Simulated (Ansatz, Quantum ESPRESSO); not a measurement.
## Al: changing the pressure

The cell as given:

```
Al
1.0
    -1.59122    1.59122    1.59122
     1.59122   -1.59122    1.59122
     1.59122    1.59122   -1.59122
Al
1
Direct
  0.00000 0.00000 0.00000
```

This isn't the form of Al at room conditions, which is fcc.

Kept alike: task relaxation of cell and atoms; functional PBEsol; k mesh 12 × 12 × 12; occupations fermi-dirac, width 0.05 eV; no spin polarisation. Program: Ansatz, all-electron LAPW, scalar-relativistic. The mesh is that of the run's cell of 1 atom. No spin-orbit coupling.

| run | volume (Å³/atom) |
| --- | --- |
| A | 15.616 |
| B | 16.593 |
| C | 13.779 |
| D | 14.868 |

The relaxations keep at least the cell's symmetry (Im-3m). For a metal such a mesh leaves the last digits unconverged. Runs of this series that gave no sound value for these columns are left out. The runs follow the start's structure, whether or not it is the stable one at these pressures. P is the pressure aimed at, which the runs meet within some hundredths to tenths of a GPa.

Q: The runs differ in the pressure alone: 0; 5; 10; 20 GPa. Which run is which?

A: Run A is 5 GPa; run B is 0 GPa; run C is 20 GPa; run D is 10 GPa. The volume falls from 16.593 to 13.779 Å³/atom between 0 and 20 GPa. The volume falls ever more slowly, since the solid stiffens under load. At the pressures aimed at, which the runs meet within some tenths of a GPa, the step from 0 to 5 GPa gives a mean bulk modulus near 82 GPa, the last step 132 GPa. A twin series (Quantum ESPRESSO, GBRV 1.5 PBEsol) moves it by -2.8055 between 0 and 20, against -2.8140 Å³/atom here.
